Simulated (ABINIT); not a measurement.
WC (Qusongite):

```
CELL_PARAMETERS angstrom
2.90650 0.00000 0.00000
-1.45325 2.51710 0.00000
0.00000 0.00000 2.83660
ATOMIC_POSITIONS crystal
W 0.00000 0.00000 0.00000
C 0.66667 0.33333 0.50000
```

Base run:

```yaml
Program: ABINIT 10.8.3 (patched build)
Functional: PW91
Potentials_or_basis: JTH PAW PBE v2.0
Cutoff: 626 eV
k_mesh: 10 × 10 × 9
Occupations: fermi-dirac, width 0.05 eV
Spin: no spin polarisation
```

Its results: band gap on the k mesh none (metal or under the smearing width); pressure 6.4 GPa.

After a change of settings the same cell gave: band gap on the k mesh none (metal or under the smearing width); pressure 3.3 GPa. Which change was it?
A. functional from PW91 to revPBE
B. functional from PW91 to r2SCAN
C. functional from PW91 to RPBE
D. functional from PW91 to WC

B.

Caveats: the PAW data sets were made with another functional, which shifts forces and pressure a little; spin-orbit coupling is left out, which moves the levels of the heavy elements.
